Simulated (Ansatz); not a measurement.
Here is an Ansatz 0.2.0 calculation.

The input input.yaml:

```yaml
crystal:
  lattice:
    - [0.0, 2.256, 2.256]
    - [2.256, 0.0, 2.256]
    - [2.256, 2.256, 0.0]
  atoms:
    - { symbol: Hf, position: [0.0, 0.0, 0.0] }
    - { symbol: "N", position: [0.5, 0.5, 0.5] }
kpoints:
  mp_grid: { grid: [10, 10, 10] }
scf:
  occupations: { method: fermi_dirac, width: 0.05 }
hamiltonian:
  xc: rpbe
  pseudopotentials: { kind: all_electron, lapw: { basis_error: 0.001 } }
output:
  forces: true
  stress: true
relax:
  f_tol: 0.005
  max_steps: 60
  cell: {}
```

Potentials or basis: all-electron LAPW, scalar-relativistic.

Command:

```bash
$ ansatz run input.yaml --threads 1 --pin off --max-ram 3072MiB --backend cpu --events-out ev --progress --plain --runs-dir out
```

(1) What does it give for the relaxed volume?

(2) Estimate the space group after relaxing (to 0.05 Å).

(3) Estimate the relaxed cell.

## Answers

(1) 11.97 Å³/atom.

(2) Fm-3m (No. 225).

(3) a = 3.235 Å, b = 3.235 Å, c = 3.235 Å, α = 60.00°, β = 60.00°, γ = 60.00°.
